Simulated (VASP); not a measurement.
# SnSe (Fm-3m) in VASP: Born charges and dielectric tensor with LDA

Aim: the Born charges and dielectric tensor of SnSe with LDA.

Program: VASP 6.6.1. These are calculated values, not measurements. Logs are shortened: lines on timing, memory, paths and dates and some standing lists are left out, and cuts for length are marked.

**1. Starting point**

It takes space group Fm-3m (No. 225, cubic). The conventional cell has a = 5.901 Å, b = 5.901 Å, c = 5.901 Å, α = 90.00°, β = 90.00°, γ = 90.00°. Sn (site symmetry m-3m) has 6 Se at 2.95 Å as nearest neighbours. Se (site symmetry m-3m) has 6 Sn at 2.95 Å as nearest neighbours.

Measurements of this composition are mostly on another form, of space group No. 62.

**2. Born charges and dielectric tensor, LDA**

Input file INCAR:

```
SYSTEM = SnSe
ALGO = Normal
EDIFF = 1E-8
ENCUT = 600
IBRION = 8
ISIF = 2
ISMEAR = 0
LASPH = .True.
LCHARG = .False.
LEPSILON = .True.
LREAL = .False.
LWAVE = .False.
NELM = 80
NSW = 1
PREC = Accurate
SIGMA = 0.02
```

Input file KPOINTS:

```
k-points
0
Gamma
  10 10 10
  0 0 0
```

Input file POSCAR:

```
SnSe
1.0
    0.0000000000      2.9505600000      2.9505600000
    2.9505600000      0.0000000000      2.9505600000
    2.9505600000      2.9505600000      0.0000000000
Sn Se
1 1
Direct
    0.0000000000      0.0000000000      0.0000000000
    0.5000000000      0.5000000000      0.5000000000
```

Potentials or basis: VASP PAW LDA potentials, release 64 (Sn_d, Se).

Run with:

```console
$ cat potpaw_LDA.64/Sn_d/POTCAR potpaw_LDA.64/Se/POTCAR > POTCAR
$ mpirun -np 1 vasp_std > vasp.out
```

OUTCAR:

```text
SYSTEM = SnSe
   EDIFF = 1E-8
   ENCUT = 600
   IBRION = 8
   ISIF = 2
   ISMEAR = 0
   LASPH = .True.
   LEPSILON = .True.
   LREAL = .False.
   NELM = 80
   NSW = 1
   PREC = Accurate

 ion  position               nearest neighbor table
   1  0.000  0.000  0.000-   2 2.95   2 2.95   2 2.95   2 2.95   2 2.95   2 2.95
   2  0.500  0.500  0.500-   1 2.95   1 2.95   1 2.95   1 2.95   1 2.95   1 2.95

  LATTYP: Found a face centered cubic cell.
 ALAT       =     5.9011200000

  Lattice vectors:

 A1 = (   0.0000000000,   2.9505600000,   2.9505600000)
 A2 = (   2.9505600000,   0.0000000000,   2.9505600000)
 A3 = (   2.9505600000,   2.9505600000,   0.0000000000)

Analysis of symmetry for initial positions (statically):
=====================================================================
 Subroutine PRICEL returns:
 Original cell was already a primitive cell.

 Routine SETGRP: Setting up the symmetry group for a
 face centered cubic supercell.

 Subroutine GETGRP returns: Found 48 space group operations
 (whereof 48 operations were pure point group operations)
 out of a pool of 48 trial point group operations.

The static configuration has the point symmetry O_h .

Analysis of symmetry for dynamics (positions and initial velocities):
=====================================================================
 Subroutine PRICEL returns:
 Original cell was already a primitive cell.

 Routine SETGRP: Setting up the symmetry group for a
 face centered cubic supercell.

 Subroutine GETGRP returns: Found 48 space group operations
 (whereof 48 operations were pure point group operations)
 out of a pool of 48 trial point group operations.

The dynamic configuration has the point symmetry O_h .

 Subroutine INISYM returns: Found 48 space group operations
 (whereof 48 operations are pure point group operations),
 and found     1 'primitive' translations

----------------------------------------------------------------------------------------

                                     Primitive cell

  volume of cell :      51.3740

  direct lattice vectors                    reciprocal lattice vectors
     0.000000000  2.950560000  2.950560000    -0.169459357  0.169459357  0.169459357
     2.950560000  0.000000000  2.950560000     0.169459357 -0.169459357  0.169459357
     2.950560000  2.950560000  0.000000000     0.169459357  0.169459357 -0.169459357

  length of vectors
     4.172721969  4.172721969  4.172721969     0.293512216  0.293512216  0.293512216

  position of ions in fractional coordinates (direct lattice)
     0.000000000  0.000000000  0.000000000
     0.500000000  0.500000000  0.500000000

  ion indices of the primitive-cell ions
   primitive index   ion index
                 1           1
                 2           2

----------------------------------------------------------------------------------------

 KPOINTS: k-points

Automatic generation of k-mesh.
 Grid dimensions read from file:
 generate k-points for:   10   10   10
[... 560 lines left out ...]

 Free energy of the ion-electron system (eV)
  ---------------------------------------------------
  ---------------------------------------------------
  free energy    TOTEN  =        -5.93830436 eV

  energy without entropy =       -5.93830436

------------------------ aborting loop because EDIFF is reached ----------------------------------------

--------------------------------------- Ionic step        2  -------------------------------------------

------------------------ aborting loop because EDIFF is reached ----------------------------------------

--------------------------------------- Ionic step        3  -------------------------------------------

------------------------ aborting loop because EDIFF is reached ----------------------------------------

 PIEZOELECTRIC TENSOR FIELD DIRECTION 3  (e Angst)
 -----------------------------------------------------------------------------
     0.03362  0.00000 -0.00000           (  0.00000  0.00000 -0.00000)
     0.00000  0.03362 -0.00000           (  0.00000  0.00000  0.00000)
    -0.00000 -0.00000 -0.02823           ( -0.00000  0.00000  0.00000)

 PIEZOELECTRIC TENSOR FIELD DIRECTION 3  (C/m^2)
 -----------------------------------------------------------------------------
     0.01049  0.00000 -0.00000
     0.00000  0.01049 -0.00000
    -0.00000 -0.00000 -0.00880

--------------------------------------- Ionic step        4  -------------------------------------------

------------------------ aborting loop because EDIFF is reached ----------------------------------------

[... ionic steps 5 to 6 ...]

--------------------------------------- Ionic step        7  -------------------------------------------

 Free energy of the ion-electron system (eV)
  ---------------------------------------------------
  ---------------------------------------------------
  free energy    TOTEN  =        -0.08373204 eV

  energy without entropy =       -0.08373204

------------------------ aborting loop because EDIFF is reached ----------------------------------------

 INTERNAL STRAIN TENSOR  FOR ION    2  DIRECTION 1   (eV/Angst):
 -----------------------------------------------------------------------------
    -0.00245  0.00000  0.00000
     0.00000  0.00284  0.00000
     0.00000  0.00000  0.00284

 MACROSCOPIC STATIC DIELECTRIC TENSOR (including local field effects in DFT)
 ------------------------------------------------------
          41.392677     0.000000     0.000000
          -0.000000    41.392677     0.000000
          -0.000000     0.000000    41.392677
 ------------------------------------------------------

 PIEZOELECTRIC TENSOR (including local field effects)  for field in x, y, z        (e  Angst)
          XX          YY          ZZ          XY          YZ          ZX
  --------------------------------------------------------------------------------
  x     0.00000     0.00000     0.00000     0.00000     0.00000     0.00000
  y     0.00000     0.00000     0.00000     0.00000     0.00000     0.00000
  z     0.00000     0.00000     0.00000     0.00000     0.00000     0.00000

 PIEZOELECTRIC TENSOR (including local field effects)  for field in x, y, z        (C/m^2)
          XX          YY          ZZ          XY          YZ          ZX
  --------------------------------------------------------------------------------
  x     0.00000     0.00000     0.00000     0.00000     0.00000     0.00000
  y     0.00000     0.00000     0.00000     0.00000     0.00000     0.00000
  z     0.00000     0.00000     0.00000     0.00000     0.00000     0.00000

 BORN EFFECTIVE CHARGES (including local field effects) (in |e|, cummulative output)
 ---------------------------------------------------------------------------------
 ion    1
    1     5.95050     0.00000     0.00000
    2     0.00000     5.95050     0.00000
    3     0.00000     0.00000     5.95050
 ion    2
    1    -5.95050     0.00000     0.00000
    2     0.00000    -5.95050     0.00000
    3     0.00000     0.00000    -5.95050

 INTERNAL STRAIN TENSOR FOR ION    2 for displacements in x,y,z  (eV/Angst):
          X           Y           Z          XY          YZ          ZX
  --------------------------------------------------------------------------------
  x     0.00000     0.00000     0.00000     0.00000     0.00000     0.00000
  y     0.00000     0.00000     0.00000     0.00000     0.00000     0.00000
  z     0.00000     0.00000     0.00000     0.00000     0.00000     0.00000

 SECOND DERIVATIVES (NOT SYMMETRIZED)
 ------------------------------------
               1X          1Y          1Z          2X          2Y          2Z
  1X    -0.342751    0.000000    0.000000    0.342751    0.000000    0.000000
  1Y     0.000000   -0.342751    0.000000    0.000000    0.342751    0.000000
  1Z     0.000000    0.000000   -0.342751    0.000000    0.000000    0.342751
  2X     0.356852    0.000000    0.000000   -0.356852    0.000000    0.000000
  2Y     0.000000    0.356852    0.000000    0.000000   -0.356852    0.000000
  2Z     0.000000    0.000000    0.356852    0.000000    0.000000   -0.356852

 Eigenvectors and eigenvalues of the dynamical matrix
 ----------------------------------------------------

   1 f  =    1.345502 THz     8.454037 2PiTHz   44.881109 cm-1     5.564546 meV
             X         Y         Z           dx          dy          dz
      0.000000  0.000000  0.000000     0.582466    0.224238   -0.017166
      2.950560  2.950560  2.950560    -0.728695   -0.280533    0.021475
[... 21 lines left out ...]
   6 f/i=    0.013228 THz     0.083114 2PiTHz    0.441240 cm-1     0.054707 meV
             X         Y         Z           dx          dy          dz
      0.000000  0.000000  0.000000    -0.328290    0.704872   -0.074414
      2.950560  2.950560  2.950560    -0.262411    0.563423   -0.059481

--------------------------------------------------------------------------------------------------------

 MACROSCOPIC STATIC DIELECTRIC TENSOR IONIC CONTRIBUTION
 ------------------------------------------------------
         356.466817     0.000000     0.000000
           0.000000   356.466817     0.000000
           0.000000     0.000000   356.466817
 ------------------------------------------------------

 ELASTIC MODULI CONTR FROM IONIC RELAXATION (kBar)
 Direction    XX          YY          ZZ          XY          YZ          ZX
 --------------------------------------------------------------------------------
 XX           0.0000      0.0000      0.0000      0.0000      0.0000      0.0000
 YY           0.0000      0.0000      0.0000      0.0000      0.0000      0.0000
 ZZ           0.0000      0.0000      0.0000      0.0000      0.0000      0.0000
 XY           0.0000      0.0000      0.0000      0.0000      0.0000      0.0000
 YZ           0.0000      0.0000      0.0000      0.0000      0.0000      0.0000
 ZX           0.0000      0.0000      0.0000      0.0000      0.0000      0.0000
 --------------------------------------------------------------------------------

 PIEZOELECTRIC TENSOR IONIC CONTR  for field in x, y, z        (C/m^2)
          XX          YY          ZZ          XY          YZ          ZX
  --------------------------------------------------------------------------------
  x     0.00000     0.00000     0.00000     0.00000     0.00000     0.00000
  y     0.00000     0.00000     0.00000     0.00000     0.00000     0.00000
  z     0.00000     0.00000     0.00000     0.00000     0.00000     0.00000
```

Wall time 8.2 min (1 thread of Intel Xeon 6975P-C (Granite Rapids), shared host); peak memory 0.39 GiB.

What came out:

| Property | Result |
| --- | --- |
| Band gap on the k mesh | 0.43 eV, indirect (least direct gap 0.57 eV) |
| Electronic dielectric tensor (diagonal) | 41.39 |
| Born charges (mean of the diagonal) | Sn +5.95; Se -5.95 e |
| Highest phonon frequency at Γ, LO-TO splitting left out | 45 cm⁻¹ |

Levels at points of the mesh, in eV from the valence-band top:
```
           k point  band 7  band 8  band 9  band 10  band 11  band 12  band 13  band 14
(0.00, 0.00, 0.00)   -4.99   -2.34   -2.34    -2.34     4.44     4.44     4.44     5.79
(0.50, 0.00, 0.00)   -8.42   -2.07   -2.07    -0.14     0.76     1.14     1.14     8.32
(0.50, 0.50, 0.00)   -6.13   -5.90   -3.91    -3.91     2.78     5.59     5.59     6.27
```

Phonon frequencies in cm⁻¹ (negative: imaginary):
| q point | frequencies |
| --- | --- |
| (0.000, 0.000, 0.000) | 0 0 0 45 45 45 |

Electronic dielectric tensor:
```
41.39  0.00  0.00
 0.00 41.39  0.00
 0.00  0.00 41.39
```

Born effective charge tensors (e):
atom 1, Sn
```
5.95 0.00 0.00
0.00 5.95 0.00
0.00 0.00 5.95
```
atom 2, Se
```
-5.95  0.00  0.00
 0.00 -5.95  0.00
 0.00  0.00 -5.95
```

Caveat: the gap is small at this level, which inflates the dielectric constant; spin-orbit coupling is left out, which moves the levels of the heavy elements.
